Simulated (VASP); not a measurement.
A run of VASP 6.6.1 is set up as follows.

File INCAR:

```
PREC     = Accurate       # precision mode
ENCUT    = 520            # plane-wave cutoff, eV
EDIFF    = 1E-6           # SCF threshold, eV
ISMEAR   = 0              # smearing method
SIGMA    = 0.05           # smearing width, eV
LREAL    = F              # projectors in reciprocal space
LASPH    = T              # aspherical terms in the spheres
NELM     = 120            # most SCF steps
ALGO     = Normal         # electronic algorithm
ISIF     = 2              # what is computed and relaxed
LWAVE    = F              # write WAVECAR
LCHARG   = T              # write CHGCAR
ISPIN    = 2              # spin polarisation
MAGMOM   = 1 -0.5 0 0     # initial moments
LORBIT   = 11             # projections on sites
LMAXMIX  = 4              # l up to which the mixer works
LDAU     = T              # DFT+U
LDAUTYPE = 2            
LDAUL    = 2 -1           # shell
LDAUU    = 2 0            # U, eV
LDAUJ    = 0 0          
LDAUPRINT= 1            
METAGGA  = R2SCAN         # meta-GGA
LMIXTAU  = T            
LELF     = T              # ELF
LVHAR    = T            
NBANDS   = 28             # bands
```

The input KPOINTS:

```
regular mesh
0
Gamma
  8 8 8
```

File POSCAR:

```
NiO
1.0
   -1.3915303900      2.4102013400      2.7161294400
    2.7830607900      0.0000000000      2.7161294400
    1.3915304000      2.4102013400      0.0000000000
Ni O
2 2
Direct
    0.0000000000      0.0000000000      0.0000000000
    0.5000000000      0.5000000000      0.5000000000
    0.0833333333      0.4166666667      0.2500000000
    0.5833333333      0.9166666667      0.7500000000
```

Potentials or basis: VASP PAW PBE potentials, release 64 (Ni, O).

Command:

```console
$ cat potpaw_PBE.64/Ni/POTCAR potpaw_PBE.64/O/POTCAR > POTCAR
$ mpirun -np 1 vasp_std > vasp.out
```

Problem. Estimate the net moment.

Solution. 0.00 μB per cell.

Problem. Estimate the site moments.

Solution. Ni +1.67, -1.67; O -0.00 μB.

Stress tensor (GPa, compression positive):
```
 2.73 -0.24  0.00
-0.24  2.45  0.00
 0.00  0.00 -4.98
```

Caveat: the PAW data sets were made with another functional, which shifts forces and pressure a little. The state reached can hang on the start; a lower one may exist.
